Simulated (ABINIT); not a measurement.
The system is TiO2.

```
Ti O
1.0
     2.70603   -2.70666    0.00000
     2.70603    2.70666    0.00000
    -2.63353    0.00000    4.79664
Ti O
2 4
Direct
  0.86589 0.13411 0.75000
  0.13411 0.86589 0.25000
  0.08876 0.33122 0.16715
  0.91124 0.66878 0.83285
  0.66878 0.91124 0.33285
  0.33122 0.08876 0.66715
```

The cell is a database's computed one.

- Program: ABINIT 10.8.3 (patched build)
- Task: single point
- Functional: PBE
- Potentials or basis: JTH PAW PBE v2.0
- Cutoff: 626 eV
- k mesh: 8 × 8 × 6
- Occupations: fermi-dirac, width 0.05 eV
- Spin: no spin polarisation

On this cell: pressure -1.4 GPa; largest force 0.125 eV/Å; band gap on the k mesh 2.07 eV, indirect (least direct gap 2.40 eV).

The same run follows on a disturbed copy (atoms moved at random, drawn with an rms of 0.05 Å):

```xyz
6
Lattice="2.7060 -2.7067 0.0000 2.7060 2.7067 0.0000 -2.6335 0.0000 4.7966" Properties=species:S:1:pos:R:3 pbc="T T T"
Ti    0.7011   -1.9842    3.5864
Ti    2.0043    1.9410    1.2638
O     0.6819    0.6844    0.8025
O     2.0561   -0.6519    4.0195
O     3.4185    0.6373    1.6603
O    -0.5982   -0.6672    3.2188
```

Task: What changes?

Result: The energy moves by +11.1 meV/atom; pressure 0.4 GPa; largest force 0.947 eV/Å; band gap on the k mesh 2.13 eV, indirect (least direct gap 2.42 eV).

Forces in eV/Å, atoms in the order of the input:
```
Ti   0.198 -0.104  0.888
Ti   0.075  0.134 -0.935
O   -0.010 -0.331  0.391
O    0.287 -0.005  0.149
O   -0.242  0.193 -0.480
O   -0.308  0.113 -0.013
```

Stress tensor (GPa, compression positive):
```
-0.72 -3.71 -0.25
-3.71 -0.66 -0.37
-0.25 -0.37  2.56
```

Caveats: the atomic spheres overlap.

A k mesh can miss the band edges.
